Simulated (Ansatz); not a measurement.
Input, command and steps of an Ansatz relaxation.

```yaml
crystal:
  lattice:
    - [-1.0e-10, 5.5743817708, -5.2431684095]
    - [4.8275562239, -2.7871908853, -5.2431684095]
    - [-4.8275562239, -2.7871908854, -5.2431684095]
  atoms:
    - { symbol: Ga, position: [0.9447421288, 0.2790132945, 0.2783856411] }
    - { symbol: Ga, position: [0.2788607292, 0.9449023807, 0.2784088029] }
    - { symbol: Ga, position: [0.9405929697, 0.6089988157, 0.9428256459] }
    - { symbol: Ga, position: [0.6098049396, 0.6099230144, 0.2784342443] }
    - { symbol: Ga, position: [0.2788508046, 0.2790052258, 0.9442750985] }
    - { symbol: Ga, position: [0.944374387, 0.9437738634, 0.6083180214] }
    - { symbol: Ga, position: [0.6104473662, 0.9419266904, 0.9431920179] }
    - { symbol: Ga, position: [0.2789179493, 0.6099661739, 0.609335932] }
    - { symbol: Ga, position: [0.6098184295, 0.2790074709, 0.6093349859] }
    - { symbol: Ga, position: [0.8930581112, 0.8876710078, 0.2191313459] }
    - { symbol: Ga, position: [0.2224802115, 0.5552901889, 0.2220257772] }
    - { symbol: Ga, position: [0.8892352887, 0.2203340971, 0.888114371] }
    - { symbol: Ga, position: [0.5551376969, 0.2226466283, 0.222003641] }
    - { symbol: Ga, position: [0.2174272655, 0.8914476351, 0.8907224458] }
    - { symbol: Ga, position: [0.8888757243, 0.5558256593, 0.5552172817] }
    - { symbol: Ga, position: [0.5556611643, 0.5557907477, 0.8883881648] }
    - { symbol: Ga, position: [0.2224687166, 0.2226451887, 0.5546474354] }
    - { symbol: Ga, position: [0.5556800579, 0.889010771, 0.5552235898] }
    - { symbol: "N", position: [0.8174406816, 0.1554203604, 0.1548050777] }
    - { symbol: "N", position: [0.1552932554, 0.8176147945, 0.1548319128] }
    - { symbol: "N", position: [0.8187167814, 0.4842874186, 0.8182496182] }
    - { symbol: "N", position: [0.4850686122, 0.4852451659, 0.151607649] }
    - { symbol: "N", position: [0.1552734324, 0.1554447063, 0.8169514598] }
    - { symbol: "N", position: [0.818750951, 0.8188758555, 0.4836846214] }
    - { symbol: "N", position: [0.484146182, 0.8188606639, 0.8182813811] }
    - { symbol: "N", position: [0.1520800279, 0.4852552379, 0.4846217375] }
    - { symbol: "N", position: [0.4850763467, 0.1522185186, 0.4846087408] }
    - { symbol: "N", position: [0.0967829124, 0.0969452052, 0.429866388] }
    - { symbol: "N", position: [0.4305417547, 0.7632549127, 0.4300486047] }
    - { symbol: "N", position: [0.0967905285, 0.4305041831, 0.0963045743] }
    - { symbol: "N", position: [0.7631010645, 0.4306591432, 0.4300614353] }
    - { symbol: "N", position: [0.4303464953, 0.0969231626, 0.0963022414] }
    - { symbol: "N", position: [0.0967284859, 0.7644732239, 0.7590665667] }
    - { symbol: "N", position: [0.7620052723, 0.7625299827, 0.0924665336] }
    - { symbol: "N", position: [0.4305114309, 0.4306343842, 0.7626252489] }
    - { symbol: "N", position: [0.7620232775, 0.0983728802, 0.7607606528] }
    - { symbol: H, position: [0.9464634164, 0.9457884997, 0.947960379] }
  host:
    lattice:
      - [3.2183708159, 0.0, 0.0]
      - [-1.609185408, 2.7871908854, 0.0]
      - [0.0, 0.0, 5.2431684095]
    atoms:
      - { symbol: Ga, position: [0.6666666667, 0.3333333333, 0.4991348631] }
      - { symbol: Ga, position: [0.3333333333, 0.6666666667, 0.9991348631] }
      - { symbol: "N", position: [0.6666666667, 0.3333333333, 0.8758651369] }
      - { symbol: "N", position: [0.3333333333, 0.6666666667, 0.3758651369] }
total_charge: -1
basis:
  ecutwfc: 420
  xc_grid: 2
kpoints:
  mp_grid: { grid: [2, 2, 2], shift: [0.5, 0.5, 0.5] }
hamiltonian:
  xc: pbe
scf:
  occupations: { method: gaussian, width: 0.01 }
output:
  forces: true
  stress: false
  eigenvalues: true
  charged_corrections:
    defect_position: [0.93055556, 0.93055556, 0.93055556]
    epsilon: [[10.4928, 0.0, 0.0], [0.0, 10.4928, 0.0], [0.0, 0.0, 11.6882]]
relax:
  adjacent_minimum: "off"
  f_tol: 0.025
  max_steps: 45
```

```bash
ansatz run input.yaml --threads 4 --pin off --max-ram 10240MiB --backend cpu --events-out ev --progress --plain --runs-dir out
```

The calculation used DFT PBE, scalar-relativistic, plane waves, PAW (Ansatz).

The cell holds a point defect: H interstitial, charge −1.

Of 5 frames 5 are shown, positions in Å and forces in eV/Å; the SCF threshold varies from step to step.

```xyz
37
Lattice="0.0000 5.5744 -5.2432 4.8276 -2.7872 -5.2432 -4.8276 -2.7872 -5.2432" Properties=species:S:1:pos:R:3:forces:R:3 pbc="T T T" step=1 free_energy_over_end_meV_per_atom=16.55
Ga    0.0030    3.7128   -7.8760    0.0042   -0.0733    0.3518
Ga    3.2175   -1.8551   -7.8761   -0.0642    0.0622    0.2301
Ga   -1.6116    0.9180  -13.0682    0.4928    0.1775   -0.7680
Ga    1.6003    0.9233   -7.8551    0.4633    0.2491   -0.0759
Ga   -3.2116   -1.8551   -7.8759    0.0717    0.0459    0.2973
Ga    1.6194    0.9383  -13.0894   -0.3013   -0.3519   -0.4646
Ga   -0.0061   -1.8513  -13.0847    0.3253    0.2200   -0.5055
Ga    0.0030   -1.8436   -7.8554    0.0186   -0.4890   -0.1119
Ga   -1.5947    0.9234   -7.8551   -0.3556    0.1940   -0.0426
Ga    3.2274    1.8934  -10.4856    1.5905    0.3780    0.7189
Ga    1.6089   -0.9263   -5.2421    0.1867   -0.0705   -0.1280
Ga   -3.2237    1.8675  -10.4742   -1.5237    0.7845    0.4567
Ga    0.0031    1.8552   -5.2421   -0.0266    0.2969   -0.1540
Ga    0.0035   -3.7552  -10.4842    0.0513   -1.3323    0.6959
Ga    0.0029    1.8582  -10.4859    0.0153    0.0084   -0.0115
Ga   -1.6056   -0.9277  -10.4855    0.0197   -0.0686    0.0148
Ga   -1.6028   -0.9263   -5.2419   -0.2219   -0.0943   -0.1637
Ga    1.6114   -0.9278  -10.4859    0.0045   -0.0273   -0.0176
N     0.0030    3.6921   -5.9125   -0.0389   -0.7191   -0.5791
N     3.1996   -1.8447   -5.9129   -0.8244    0.5476   -0.7373
N    -1.6122    0.9334  -11.1221    0.1430   -0.0648    0.1676
N     1.6107    0.9289   -5.8824   -0.0778   -0.0600    0.2072
N    -3.1935   -1.8447   -5.9126    0.7814    0.3273   -0.6591
N     1.6182    0.9335  -11.1224   -0.0830   -0.0111    0.0655
N     0.0028   -1.8642  -11.1223   -0.0048    0.0275    0.0740
N     0.0031   -1.8555   -5.8826   -0.0019    0.0840    0.2072
N    -1.6046    0.9290   -5.8823    0.0735   -0.0551    0.1876
N    -1.6072   -0.9288   -3.2696    0.1040    0.0481   -0.0263
N     1.6086   -0.9260   -8.5141   -0.0368    0.0974   -0.1695
N     1.6134   -0.9288   -3.2696    0.0692   -0.0476    0.0017
N     0.0029    1.8548   -8.5140    0.0490   -0.0865   -0.2078
N     0.0030    1.8604   -3.2695   -0.0196    0.0251    0.0229
N     0.0261   -3.7072   -8.4953   -0.4129    1.1240    0.7913
N     3.2348    1.8647   -8.4782   -1.4453   -0.7054    0.4802
N    -1.6027   -0.9260   -8.5137    0.0810    0.0242   -0.1815
N    -3.1977    1.8532   -8.5000    0.8300   -0.5028    0.8633
H    -0.0105   -0.0023  -14.8917    0.0638    0.0377   -0.8303
37
Lattice="0.0000 5.5744 -5.2432 4.8276 -2.7872 -5.2432 -4.8276 -2.7872 -5.2432" Properties=species:S:1:pos:R:3:forces:R:3 pbc="T T T" step=2 free_energy_over_end_meV_per_atom=2.20
Ga    0.0044    3.7017   -7.8870   -0.0029   -0.0063    0.2150
Ga    3.2084   -1.8492   -7.8883    0.0024    0.0093    0.2121
Ga   -1.6025    0.9163  -13.0767    0.0786    0.2459   -0.1539
Ga    1.5825    0.9135   -7.8339    0.2902    0.1683   -0.1458
Ga   -3.2019   -1.8497   -7.8860    0.0078    0.0079    0.2236
Ga    1.6060    0.9332  -13.0903    0.0745   -0.1086    0.0470
Ga   -0.0055   -1.8431  -13.0889    0.2107   -0.1241    0.0138
Ga    0.0040   -1.8258   -7.8376   -0.0020   -0.2675   -0.1152
Ga   -1.5814    0.9159   -7.8377   -0.1997    0.1135   -0.1024
Ga    3.2957    1.9153  -10.4536    0.5496    0.0564    0.2123
Ga    1.6069   -0.9247   -5.2362    0.1525   -0.0901   -0.0655
Ga   -3.2852    1.9003  -10.4433   -0.5309    0.2783    0.0128
Ga    0.0017    1.8539   -5.2358   -0.0034    0.1797   -0.0698
Ga    0.0041   -3.8154  -10.4469    0.0142   -0.3835    0.1251
Ga    0.0039    1.8501  -10.4978    0.0128   -0.0791   -0.0176
Ga   -1.5973   -0.9252  -10.4954    0.0799    0.0272   -0.0131
Ga   -1.6020   -0.9246   -5.2366   -0.1515   -0.0912   -0.0863
Ga    1.6044   -0.9236  -10.4974   -0.0749    0.0453   -0.0336
N     0.0065    3.6596   -5.9403   -0.0425   -0.4181   -0.2059
N     3.1742   -1.8306   -5.9380   -0.4977    0.3406   -0.3271
N    -1.6472    0.9535  -11.1125    0.3609   -0.2060    0.0709
N     1.6084    0.9284   -5.8622   -0.0909   -0.0644   -0.0251
N    -3.1683   -1.8304   -5.9371    0.5079    0.2265   -0.3041
N     1.6559    0.9550  -11.1105   -0.3363   -0.1788   -0.0373
N     0.0034   -1.9039  -11.1139   -0.0058    0.3237    0.0240
N     0.0027   -1.8531   -5.8648    0.0042    0.1106   -0.0099
N    -1.6035    0.9282   -5.8657    0.0979   -0.0536   -0.0034
N    -1.6107   -0.9315   -3.2655    0.0540    0.0390   -0.1114
N     1.6010   -0.9191   -8.5277   -0.0151    0.0107    0.0581
N     1.6188   -0.9311   -3.2665    0.0202   -0.0213   -0.0755
N     0.0034    1.8445   -8.5285    0.0057   -0.0226    0.0520
N     0.0032    1.8650   -3.2651   -0.0121    0.0215   -0.0941
N     0.0147   -3.6661   -8.4512   -0.2391    0.0678    0.1813
N     3.1870    1.8393   -8.4423   -0.2949   -0.1155   -0.0089
N    -1.5934   -0.9209   -8.5261    0.0215    0.0100    0.0379
N    -3.1700    1.8364   -8.4571    0.0081   -0.0328    0.2657
H     0.0095    0.0015  -15.0870   -0.0539   -0.0188    0.2558
37
Lattice="0.0000 5.5744 -5.2432 4.8276 -2.7872 -5.2432 -4.8276 -2.7872 -5.2432" Properties=species:S:1:pos:R:3:forces:R:3 pbc="T T T" step=3 free_energy_over_end_meV_per_atom=0.26
Ga    0.0038    3.7037   -7.8905    0.0000   -0.0630   -0.0396
Ga    3.2104   -1.8501   -7.8904   -0.0550    0.0322   -0.0398
Ga   -1.6119    0.9340  -13.0592    0.0722   -0.0408   -0.0638
Ga    1.6039    0.9250   -7.8554   -0.0386   -0.0227    0.0461
Ga   -3.2027   -1.8501   -7.8905    0.0549    0.0316   -0.0402
Ga    1.6197    0.9341  -13.0592   -0.0730   -0.0419   -0.0637
Ga    0.0038   -1.8646  -13.0592    0.0004    0.0838   -0.0644
Ga    0.0039   -1.8464   -7.8554   -0.0003    0.0438    0.0461
Ga   -1.5963    0.9250   -7.8555    0.0382   -0.0220    0.0459
Ga    3.3409    1.9278  -10.4422   -0.1690   -0.0975    0.0510
Ga    1.6062   -0.9240   -5.2477   -0.0484    0.0284   -0.0276
Ga   -3.3333    1.9279  -10.4424    0.1689   -0.0981    0.0541
Ga    0.0038    1.8513   -5.2478    0.0004   -0.0553   -0.0267
Ga    0.0039   -3.8525  -10.4422   -0.0003    0.1979    0.0522
Ga    0.0038    1.8509  -10.4925    0.0001    0.0076   -0.0125
Ga   -1.5981   -0.9238  -10.4924   -0.0065   -0.0039   -0.0126
Ga   -1.5984   -0.9239   -5.2477    0.0487    0.0278   -0.0272
Ga    1.6058   -0.9238  -10.4924    0.0065   -0.0034   -0.0131
N     0.0038    3.6364   -5.9597    0.0004    0.0880    0.0375
N     3.1521   -1.8164   -5.9596    0.0741   -0.0442    0.0353
N    -1.6397    0.9500  -11.0940   -0.0252    0.0149   -0.0106
N     1.6078    0.9273   -5.8745   -0.0026   -0.0021   -0.0152
N    -3.1442   -1.8164   -5.9598   -0.0778   -0.0450    0.0386
N     1.6473    0.9501  -11.0940    0.0253    0.0144   -0.0093
N     0.0039   -1.8966  -11.0940   -0.0002   -0.0301   -0.0088
N     0.0039   -1.8510   -5.8746    0.0001    0.0036   -0.0147
N    -1.6002    0.9273   -5.8746    0.0031   -0.0019   -0.0149
N    -1.6098   -0.9304   -3.2757    0.0063    0.0036   -0.0107
N     1.6016   -0.9213   -8.5252    0.0043   -0.0016    0.0260
N     1.6175   -0.9305   -3.2756   -0.0063    0.0037   -0.0112
N     0.0038    1.8461   -8.5252    0.0007    0.0044    0.0262
N     0.0038    1.8645   -3.2757    0.0000   -0.0077   -0.0111
N     0.0039   -3.6852   -8.4409   -0.0004    0.0548    0.0042
N     3.1964    1.8444   -8.4409   -0.0483   -0.0286    0.0052
N    -1.5939   -0.9213   -8.5252   -0.0037   -0.0023    0.0262
N    -3.1887    1.8445   -8.4409    0.0474   -0.0281    0.0024
H     0.0034    0.0012  -15.0586    0.0038   -0.0004    0.0408
37
Lattice="0.0000 5.5744 -5.2432 4.8276 -2.7872 -5.2432 -4.8276 -2.7872 -5.2432" Properties=species:S:1:pos:R:3:forces:R:3 pbc="T T T" step=4 free_energy_over_end_meV_per_atom=0.03
Ga    0.0038    3.7013   -7.8906    0.0003    0.0232    0.0133
Ga    3.2082   -1.8489   -7.8906    0.0205   -0.0119    0.0132
Ga   -1.6051    0.9301  -13.0739   -0.0312    0.0175    0.0298
Ga    1.5958    0.9203   -7.8478    0.0190    0.0111   -0.0071
Ga   -3.2006   -1.8489   -7.8906   -0.0201   -0.0116    0.0130
Ga    1.6127    0.9300  -13.0740    0.0319    0.0186    0.0304
Ga    0.0038   -1.8567  -13.0739   -0.0003   -0.0360    0.0301
Ga    0.0038   -1.8370   -7.8477   -0.0001   -0.0220   -0.0073
Ga   -1.5881    0.9203   -7.8477   -0.0192    0.0109   -0.0072
Ga    3.3295    1.9212  -10.4362   -0.0228   -0.0127   -0.0427
Ga    1.6069   -0.9244   -5.2502    0.0050   -0.0029    0.0264
Ga   -3.3216    1.9212  -10.4362    0.0221   -0.0127   -0.0434
Ga    0.0039    1.8523   -5.2501   -0.0002    0.0057    0.0260
Ga    0.0038   -3.8390  -10.4361    0.0001    0.0260   -0.0433
Ga    0.0038    1.8496  -10.4956    0.0007   -0.0104   -0.0057
Ga   -1.5969   -0.9230  -10.4956    0.0094    0.0051   -0.0055
Ga   -1.5993   -0.9244   -5.2501   -0.0049   -0.0026    0.0261
Ga    1.6046   -0.9230  -10.4956   -0.0088    0.0054   -0.0054
N     0.0039    3.6450   -5.9546   -0.0003   -0.0119    0.0004
N     3.1594   -1.8207   -5.9547   -0.0095    0.0054    0.0012
N    -1.6384    0.9493  -11.1031    0.0092   -0.0057    0.0074
N     1.6073    0.9269   -5.8726   -0.0025   -0.0014   -0.0112
N    -3.1518   -1.8207   -5.9546    0.0102    0.0060    0.0005
N     1.6462    0.9494  -11.1031   -0.0104   -0.0061    0.0070
N     0.0038   -1.8952  -11.1031    0.0000    0.0114    0.0070
N     0.0038   -1.8503   -5.8726    0.0000    0.0026   -0.0112
N    -1.5996    0.9269   -5.8725    0.0021   -0.0013   -0.0114
N    -1.6102   -0.9307   -3.2782   -0.0084   -0.0047   -0.0006
N     1.6008   -0.9208   -8.5247   -0.0069    0.0040   -0.0004
N     1.6178   -0.9307   -3.2782    0.0081   -0.0048   -0.0003
N     0.0038    1.8452   -8.5247   -0.0002   -0.0079   -0.0004
N     0.0038    1.8648   -3.2782   -0.0001    0.0096   -0.0006
N     0.0038   -3.6715   -8.4401    0.0004   -0.0237    0.0044
N     3.1845    1.8375   -8.4402    0.0210    0.0122    0.0044
N    -1.5932   -0.9208   -8.5247    0.0067    0.0039   -0.0004
N    -3.1768    1.8375   -8.4402   -0.0204    0.0119    0.0050
H     0.0040    0.0012  -15.0284   -0.0008   -0.0002   -0.0413
37
Lattice="0.0000 5.5744 -5.2432 4.8276 -2.7872 -5.2432 -4.8276 -2.7872 -5.2432" Properties=species:S:1:pos:R:3:forces:R:3 pbc="T T T" step=5 free_energy_over_end_meV_per_atom=0.00
Ga    0.0038    3.7013   -7.8888    0.0000   -0.0013   -0.0031
Ga    3.2083   -1.8489   -7.8888   -0.0011    0.0006   -0.0033
Ga   -1.6062    0.9307  -13.0716   -0.0011    0.0008   -0.0029
Ga    1.5982    0.9217   -7.8486   -0.0003   -0.0001   -0.0012
Ga   -3.2006   -1.8489   -7.8888    0.0011    0.0007   -0.0031
Ga    1.6139    0.9308  -13.0715    0.0012    0.0005   -0.0031
Ga    0.0038   -1.8580  -13.0716    0.0002   -0.0013   -0.0030
Ga    0.0038   -1.8398   -7.8486    0.0000    0.0003   -0.0011
Ga   -1.5905    0.9217   -7.8487    0.0002   -0.0001   -0.0011
Ga    3.3280    1.9204  -10.4400    0.0047    0.0026    0.0031
Ga    1.6059   -0.9238   -5.2475    0.0011   -0.0007   -0.0044
Ga   -3.3203    1.9204  -10.4400   -0.0048    0.0028    0.0031
Ga    0.0038    1.8511   -5.2475   -0.0001    0.0015   -0.0044
Ga    0.0038   -3.8373  -10.4400    0.0001   -0.0052    0.0030
Ga    0.0038    1.8495  -10.4946    0.0001    0.0066    0.0038
Ga   -1.5969   -0.9230  -10.4946   -0.0057   -0.0033    0.0036
Ga   -1.5982   -0.9238   -5.2475   -0.0014   -0.0007   -0.0045
Ga    1.6045   -0.9230  -10.4946    0.0059   -0.0033    0.0037
N     0.0038    3.6419   -5.9546   -0.0001    0.0020    0.0014
N     3.1567   -1.8192   -5.9546    0.0019   -0.0011    0.0016
N    -1.6373    0.9487  -11.1017   -0.0015    0.0008   -0.0005
N     1.6075    0.9270   -5.8730    0.0004    0.0002    0.0037
N    -3.1491   -1.8192   -5.9546   -0.0015   -0.0008    0.0011
N     1.6450    0.9487  -11.1017    0.0015    0.0009   -0.0006
N     0.0038   -1.8939  -11.1017   -0.0001   -0.0018   -0.0005
N     0.0038   -1.8505   -5.8730    0.0000   -0.0004    0.0038
N    -1.5998    0.9270   -5.8730   -0.0004    0.0002    0.0038
N    -1.6101   -0.9306   -3.2762    0.0014    0.0008    0.0001
N     1.6006   -0.9207   -8.5242   -0.0009    0.0005   -0.0042
N     1.6178   -0.9306   -3.2762   -0.0014    0.0008    0.0000
N     0.0038    1.8450   -8.5242    0.0000   -0.0010   -0.0042
N     0.0038    1.8648   -3.2762    0.0000   -0.0016    0.0001
N     0.0039   -3.6750   -8.4413   -0.0003    0.0031    0.0031
N     3.1875    1.8393   -8.4413   -0.0027   -0.0015    0.0029
N    -1.5930   -0.9207   -8.5242    0.0008    0.0004   -0.0042
N    -3.1799    1.8393   -8.4413    0.0028   -0.0018    0.0033
H     0.0038    0.0012  -15.0448   -0.0002   -0.0002    0.0043
```

The run took 65 s on 4 threads of Intel(R) Xeon(R) 6975P-C (Granite Rapids), with other jobs on the host, peak memory 1.9 GiB.